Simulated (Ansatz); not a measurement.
# B (beta tin type): the cost of one run

Method: DFT PBE, with the methods named in each step, in Ansatz 0.2.0.

### Step 1. The system as given

Symmetry: I4_1/amd, No. 141, tetragonal system. Conventional cell: a = 4.474 Å, b = 4.474 Å, c = 1.597 Å, α = 90.00°, β = 90.00°, γ = 90.00°. B (site symmetry -4m2) is surrounded by 2 B at 1.60 Å.

Coordinates:

```cif
data_structure
_symmetry_space_group_name_H-M 'I4_1/amd:1'
_symmetry_Int_Tables_number 141
_cell_length_a 4.4739
_cell_length_b 4.4739
_cell_length_c 1.5966
_cell_angle_alpha 90.000
_cell_angle_beta 90.000
_cell_angle_gamma 90.000
_cell_volume 31.96
loop_
_atom_site_label
_atom_site_type_symbol
_atom_site_symmetry_multiplicity
_atom_site_Wyckoff_symbol
_atom_site_fract_x
_atom_site_fract_y
_atom_site_fract_z
_atom_site_occupancy
B1 B 4 b 0.00000 0.00000 0.50000 1
```

The file gives the conventional cell by its symmetry; the runs use the cell typed in the input.

Whether this phase is the stable one at these pressures isn't tested.

Atoms are numbered in the order of the input: B1, B2.

### Step 2. The reference volume, LAPW

input.yaml

```yaml
crystal:
  lattice:
    - [-2.2369583102, 2.2369583102, 0.7982954225]
    - [2.2369583102, -2.2369583102, 0.7982954225]
    - [2.2369583102, 2.2369583102, -0.7982954225]
  atoms:
    - { symbol: B, position: [-0.375, -0.125, -0.25] }
    - { symbol: B, position: [0.375, 0.125, 0.25] }
kpoints:
  mp_grid: { grid: [21, 21, 21] }
  band_path:
    path:
      - [0.0, 0.0, 0.0]
      - [0.0, 0.0, 0.5]
      - [-0.5, 0.5, 0.5]
      - [0.0, 0.0, 0.0]
      - [0.2818384199, 0.2818384199, -0.2818384199]
      - [-0.2818384199, 0.7181615801, 0.2818384199]
      - [-0.5, 0.5, 0.5]
      - [0.0, 0.0, 0.5]
      - [0.25, 0.25, 0.25]
    npoints: 14
scf:
  occupations: { method: fermi_dirac, width: 0.05 }
hamiltonian:
  xc: pbe
  pseudopotentials: { kind: all_electron, lapw: { basis_error: 0.001 } }
output:
  forces: true
  stress: true
  eigenvalues: true
  populations: true
  dos: { projected: true, de: 0.2, e_range: [-14, 8] }
```

On the command line:

```sh
> ansatz run input.yaml --threads 1 --pin off --max-ram 2048MiB --backend cpu --events-out ev --progress --plain --runs-dir out
```

**Question.** How long does this run take on 1 thread of Arm Neoverse V1, shared host, and how much memory does it need?

About 40 s, with a peak of 0.64 GiB.
